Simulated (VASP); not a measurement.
# Sm (I4/mmm) in VASP: a series of runs

The runs below take Sm through single point, with PBE.

Everything below comes from runs of VASP 6.6.1. Logs are shortened: lines on timing, memory, paths and dates and some standing lists are left out, and cuts for length are marked.

## 1. Starting point

It takes space group I4/mmm (No. 139, tetragonal). Conventional cell: a = 3.635 Å, b = 3.635 Å, c = 5.122 Å, α = 90.00°, β = 90.00°, γ = 90.00°. Sm (site symmetry 4/mmm) has 12 Sm at 3.63 Å as nearest neighbours.

This isn't the form of Sm at room conditions, which is rhombohedral.

## 2. Single point, PBE, collinear spin, ferromagnetic start

The input, INCAR:

```
SYSTEM = Sm
PREC = Accurate
ENCUT = 650
EDIFF = 1E-6
ISMEAR = 1
SIGMA = 0.2
LREAL = .False.
LASPH = .True.
NELM = 100
ALGO = Normal
ISIF = 2
LWAVE = .False.
LCHARG = .False.
ISPIN = 2
MAGMOM = 5
LORBIT = 11
LMAXMIX = 6
GGA = PE
ADDGRID = .False.
```

The input, KPOINTS:

```
regular mesh
0
Gamma
  3 3 3
  0 0 0
```

The input, POSCAR:

```
Sm
1.0
   -1.8173030691      1.8173030691      2.5609871902
    1.8173030691     -1.8173030691      2.5609871902
    1.8173030691      1.8173030691     -2.5609871902
Sm
1
Direct
    0.0000000000      0.0000000000      0.0000000000
```

Potentials or basis: VASP PAW PBE potentials, release 64 (Sm).

Run with:

```console
$ cat potpaw_PBE.64/Sm/POTCAR > POTCAR
$ mpirun -np 1 vasp_std > vasp.out
```

OUTCAR:

```text
SYSTEM = Sm
   PREC = Accurate
   ENCUT = 650
   EDIFF = 1E-6
   ISMEAR = 1
   LREAL = .False.
   LASPH = .True.
   NELM = 100
   ISIF = 2
   ISPIN = 2
   LORBIT = 11
   GGA = PE

 Found      6 irreducible k-points:

 Following reciprocal coordinates:
            Coordinates               Weight
  0.000000  0.000000  0.000000      1.000000
  0.333333  0.000000 -0.000000      8.000000
  0.333333  0.333333  0.000000      8.000000
 -0.333333  0.333333  0.000000      4.000000
 -0.333333  0.333333  0.333333      4.000000
 -0.333333 -0.333333  0.333333      2.000000
   k-points           NKPTS =      6   k-points in BZ     NKDIM =      6   number of bands    NBANDS=     15
   number of dos      NEDOS =    301   number of ions     NIONS =      1
   total plane-waves  NPLWV =  27000
   dimension x,y,z NGX =    30 NGY =   30 NGZ =   30
   dimension x,y,z NGXF=    60 NGYF=   60 NGZF=   60
   ions per type =               1
   NGX,Y,Z   is equivalent  to a cutoff of  13.75, 13.75, 13.75 a.u.
   NGXF,Y,Z  is equivalent  to a cutoff of  27.49, 27.49, 27.49 a.u.
 SYSTEM =  Sm
   PREC   = accura    normal or accurate (medium, high low for compatibility)
   ISTART =      0    job   : 0-new  1-cont  2-samecut
   ICHARG =      2    charge: 1-file 2-atom 10-const
   ISPIN  =      2    spin polarized calculation?
   LNONCOLLINEAR =      F non collinear calculations
   LSORBIT =      F    spin-orbit coupling
   LASPH  =      T    aspherical Exc in radial PAW
   ENCUT  =  650.0 eV  47.77 Ry    6.91 a.u.   7.54  7.54  7.54*2*pi/ulx,y,z
   NELM   =    100;   NELMIN=  2; NELMDL= -5     # of ELM steps
   EDIFF  = 0.1E-05   stopping-criterion for ELM
   LREAL  =      F    real-space projection
   EDIFFG = 0.1E-04   stopping-criterion for IOM
   NSW    =      0    number of steps for IOM
   IBRION =     -1    ionic relax: 0-MD 1-quasi-New 2-CG
   NFREE  =      0    steps in history (QN), initial steepest desc. (CG)
   ISIF   =      2    stress and relaxation
   ISYM   =      2    0-nonsym 1-usesym 2-fastsym
   POTIM  = 0.5000    time-step for ionic-motion
   TEBEG  =    0.0;   TEEND  =   0.0 temperature during run
   PSTRESS=    0.0 pullay stress
   NELECT =      16.0000    total number of electrons
   NUPDOWN=      -1.0000    fix difference up-down
   EMIN   =  10.00;   EMAX   =-10.00  energy-range for DOS
   EFERMI =   0.00;   METHOD = LEGACY
   ISMEAR =     1;   SIGMA  =   0.20  broadening in eV -4-tet -1-fermi 0-gaus
   EFERMI_NEDOS =   21; number of points for ismear=-14 and -15
   IALGO  =     38    algorithm
   IMIX   =      4    mixing-type and parameters
     AMIX     =   0.40;   BMIX     =  1.00
     AMIX_MAG =   1.60;   BMIX_MAG =  1.00
  volume/ion in A,a.u.               =      33.83       228.31
  Fermi-wavevector in a.u.,A,eV,Ry     =   1.275481  2.410310 22.134675  1.626853
  Thomas-Fermi vector in A             =   2.408191
   LORBIT       =     11    0 simple, 1 ext, 2 COOP (PROOUT), +10 PAW based schemes
   GGA     = PE    functional components
   LHFCALC =     F    Hartree Fock is set to
   AEXX    =    0.0000 exact exchange contribution
   IVDW    =     0    specifies the selected vdW correction
   LEPSILON=     F    determine dielectric tensor
   LRPA    =     F    only Hartree local field effects (RPA)
 spin polarized calculation
 Methfessel and Paxton  Order N= 1 SIGMA  =   0.20
  energy-cutoff  :      650.00
  volume of cell :       33.83
 maximum number of plane-waves:      1276
 NGX is ok and might be reduce to    30
   NGX = 15   NGY = 15   NGZ = 15

 number of electron      16.0000001 magnetization       6.8984828

 Free energy of the ion-electron system (eV)
  ---------------------------------------------------
  ext. energy  EPLUGINS =         0.00000000
  ---------------------------------------------------
  free energy    TOTEN  =        -9.34891543 eV

  energy without entropy =       -9.34749946  energy(sigma->0) =       -9.34844344

 E-fermi :   3.1541     XC(G=0):  -9.7394

 val. band max:        3.1224520666   @ k =   0.3333   0.3333   0.0000
 cond. band min:       3.2383229168   @ k =   0.3333   0.3333   0.0000
 fundamental gap:      0.1158708502
 Fermi energy:         3.1541314097

 spin component 1

 k-point     1 :       0.0000    0.0000    0.0000
  band No.  band energies     occupation
      1     -36.9213      1.00000
      2     -16.0745      1.00000
      3     -16.0745      1.00000
      4     -16.0733      1.00000
      5      -1.5901      1.00000
      6       2.8162      1.01900
      7       2.8831      1.03328
      8       2.8831      1.03328
      9       2.8838      1.03338
     10       2.9075      1.03545
     11       2.9075      1.03545
     12       2.9108      1.03545
     13       4.8175     -0.00000
     14       4.8175     -0.00000
     15       4.8480     -0.00000

 k-point     2 :       0.3333    0.0000   -0.0000
  band No.  band energies     occupation
      1     -36.8443      1.00000
      2     -16.8419      1.00000
      3     -16.1728      1.00000
      4     -16.1685      1.00000
      5       0.5061      1.00000
      6       2.6703      1.00165
      7       2.6716      1.00169
      8       2.7821      1.01222
      9       2.8696      1.03092
     10       2.8899      1.03420
     11       3.0377      0.91177
     12       3.0397      0.90716
     13       4.0700     -0.00000
     14       4.9245     -0.00000
     15       4.9619     -0.00000

 k-point     3 :       0.3333    0.3333    0.0000
  band No.  band energies     occupation
      1     -36.7931      1.00000
      2     -16.7529      1.00000
      3     -16.7426      1.00000
      4     -16.3026      1.00000
      5       1.9743      1.00000
      6       2.5684      1.00014
      7       2.6477      1.00100
      8       2.6978      1.00290
      9       2.7038      1.00326
     10       2.8824      1.03317
     11       3.1225      0.63220
     12       3.2383      0.17635
     13       3.2781      0.07127
     14       4.1758     -0.00000
     15       6.5280     -0.00000

 k-point     4 :      -0.3333    0.3333    0.0000
  band No.  band energies     occupation
      1     -36.8194      1.00000
      2     -16.7992      1.00000
      3     -16.3417      1.00000
      4     -16.3376      1.00000
      5       0.9751      1.00000
      6       2.1250      1.00000
      7       2.6894      1.00245
      8       2.6901      1.00249
      9       2.6987      1.00296
     10       2.8265      1.02131
     11       3.0442      0.89602
     12       3.0454      0.89309
     13       3.3765     -0.03318
     14       4.9360     -0.00000
     15       7.5252      0.00000

 k-point     5 :      -0.3333    0.3333    0.3333
  band No.  band energies     occupation
      1     -36.7926      1.00000
      2     -16.7515      1.00000
      3     -16.7425      1.00000
      4     -16.3079      1.00000
      5       1.9701      1.00000
      6       2.5686      1.00014
      7       2.6455      1.00095
      8       2.6859      1.00229
      9       2.6998      1.00302
     10       2.8829      1.03325
     11       3.1224      0.63221
     12       3.2388      0.17486
     13       3.2811      0.06499
     14       4.2040     -0.00000
     15       6.5200     -0.00000

 k-point     6 :      -0.3333   -0.3333    0.3333
  band No.  band energies     occupation
      1     -36.8183      1.00000
      2     -16.7989      1.00000
      3     -16.3444      1.00000
      4     -16.3444      1.00000
      5       0.9858      1.00000
      6       2.1185      1.00000
      7       2.6888      1.00243
      8       2.6888      1.00243
      9       2.6964      1.00282
     10       2.8283      1.02171
     11       3.0457      0.89227
     12       3.0457      0.89227
     13       3.3800     -0.03387
     14       4.9662     -0.00000
     15       7.5059      0.00000
 Fermi energy:         3.1541314097

 spin component 2

 k-point     1 :       0.0000    0.0000    0.0000
  band No.  band energies     occupation
      1     -34.1655      1.00000
      2     -13.9028      1.00000
      3     -13.9028      1.00000
      4     -13.9015      1.00000
      5       0.0415      1.00000
      6       6.0645     -0.00000
      7       6.2376     -0.00000
      8       6.2376     -0.00000
      9       6.2675     -0.00000
     10       6.7237     -0.00000
     11       6.7237     -0.00000
     12       6.7305     -0.00000
     13       7.3525      0.00000
     14       7.3525      0.00000
     15       7.3539      0.00000

 k-point     2 :       0.3333    0.0000   -0.0000
  band No.  band energies     occupation
      1     -34.0756      1.00000
      2     -14.7590      1.00000
      3     -14.0117      1.00000
      4     -14.0069      1.00000
      5       2.1352      1.00000
      6       5.1686     -0.00000
      7       6.1668     -0.00000
      8       6.2009     -0.00000
      9       6.3571     -0.00000
     10       6.8441     -0.00000
     11       6.8459     -0.00000
     12       6.9765     -0.00000
     13       7.2070      0.00000
     14       7.2148      0.00000
     15       7.3632      0.00000

 k-point     3 :       0.3333    0.3333    0.0000
  band No.  band energies     occupation
      1     -34.0157      1.00000
      2     -14.6600      1.00000
      3     -14.6456      1.00000
      4     -14.1566      1.00000
      5       3.5356     -0.01066
      6       4.3001     -0.00000
      7       5.4890     -0.00000
      8       6.6765     -0.00000
      9       6.7529     -0.00000
     10       6.7715     -0.00000
     11       6.8841     -0.00000
     12       7.0897     -0.00000
     13       7.0988     -0.00000
     14       7.1424     -0.00000
     15       8.3016      0.00000

 k-point     4 :      -0.3333    0.3333    0.0000
  band No.  band energies     occupation
      1     -34.0465      1.00000
      2     -14.7080      1.00000
      3     -14.2012      1.00000
      4     -14.1966      1.00000
      5       2.4709      1.00001
      6       3.7419     -0.00013
      7       5.8501     -0.00000
      8       6.7247     -0.00000
      9       6.8142     -0.00000
     10       6.8228     -0.00000
     11       7.0104     -0.00000
     12       7.0128     -0.00000
     13       7.0326     -0.00000
     14       7.4990      0.00000
     15       9.2526      0.00000

 k-point     5 :      -0.3333    0.3333    0.3333
  band No.  band energies     occupation
      1     -34.0151      1.00000
      2     -14.6584      1.00000
      3     -14.6456      1.00000
      4     -14.1625      1.00000
      5       3.5305     -0.01149
      6       4.2855     -0.00000
      7       5.5099     -0.00000
      8       6.6760     -0.00000
      9       6.7465     -0.00000
     10       6.7739     -0.00000
     11       6.8793     -0.00000
     12       7.0938     -0.00000
     13       7.0986     -0.00000
     14       7.1498     -0.00000
     15       8.2983      0.00000

 k-point     6 :      -0.3333   -0.3333    0.3333
  band No.  band energies     occupation
      1     -34.0453      1.00000
      2     -14.7076      1.00000
      3     -14.2041      1.00000
      4     -14.2041      1.00000
      5       2.4806      1.00001
      6       3.7360     -0.00015
      7       5.8699     -0.00000
      8       6.7287     -0.00000
      9       6.8144     -0.00000
     10       6.8144     -0.00000
     11       7.0130     -0.00000
     12       7.0130     -0.00000
     13       7.0284     -0.00000
     14       7.5131      0.00000
     15       9.2422      0.00000

------------------------ aborting loop because EDIFF is reached ----------------------------------------

  FORCE on cell =-STRESS in cart. coord.  units (eV):
  Direction    XX          YY          ZZ          XY          YZ          ZX
  --------------------------------------------------------------------------------------
  -------------------------------------------------------------------------------------
  Total        0.6077337      0.6077337      0.6296737      0.0000000      0.0000000      0.0000000
  in kB       28.7807266     28.7807266     29.8197496      0.0000000      0.0000000      0.0000000
  external PRESSURE =      29.1270676 kB  Pullay stress =       0.0000000 kB

 VOLUME and BASIS-vectors are now :
 -----------------------------------------------------------------------------
  energy-cutoff  :      650.00
  volume of cell :       33.83
      direct lattice vectors                 reciprocal lattice vectors
    -1.817303069  1.817303069  2.560987190     0.000000000  0.275132975  0.195237212
     1.817303069 -1.817303069  2.560987190     0.275132975  0.000000000  0.195237212
     1.817303069  1.817303069 -2.560987190     0.275132975  0.275132975  0.000000000

 POSITION                                       TOTAL-FORCE (eV/Angst)
 -----------------------------------------------------------------------------------
      0.00000      0.00000      0.00000         0.000000      0.000000      0.000000
 -----------------------------------------------------------------------------------
    total drift:                               -0.000000     -0.000000      0.000000

  FREE ENERGIE OF THE ION-ELECTRON SYSTEM (eV)
  ---------------------------------------------------
  free  energy   TOTEN  =        -9.3489154272 eV

  energy  without entropy=       -9.3474994649  energy(sigma->0) =       -9.34844344

 total charge

# of ion       s       p       d       f       tot
--------------------------------------------------
    1        2.077   5.615   0.466   5.518  13.676

 magnetization (x)

# of ion       s       p       d       f       tot
--------------------------------------------------
    1       -0.001  -0.036   0.336   5.516   5.815
```

Run time: 26 s. Hardware: 1 thread of Intel Xeon Platinum 8488C (Sapphire Rapids), shared host; peak memory 0.19 GiB.

The run converged, but some of its settings lie outside the range that counts as converged, so its numbers aren't taken as properties of the crystal.

What came out:

| Quantity | Value |
| --- | --- |
| Free energy | -9.3489 eV |
| Pressure | 2.9 GPa |
| Band gap on the k mesh | none (metal or under the smearing width) |
| Net moment | 6.90 μB per cell |
| Site moments | Sm +5.82 μB |
| Valence electrons inside the program's atomic spheres | Sm 13.68 |

Caveat: the k mesh is coarse (spacing up to 0.81 Å⁻¹), so the values aren't converged; the magnetic or orbital state may not be the lowest; spin-orbit coupling is left out, which moves the levels of the heavy elements.

(Part 1 of 2 ends here.)
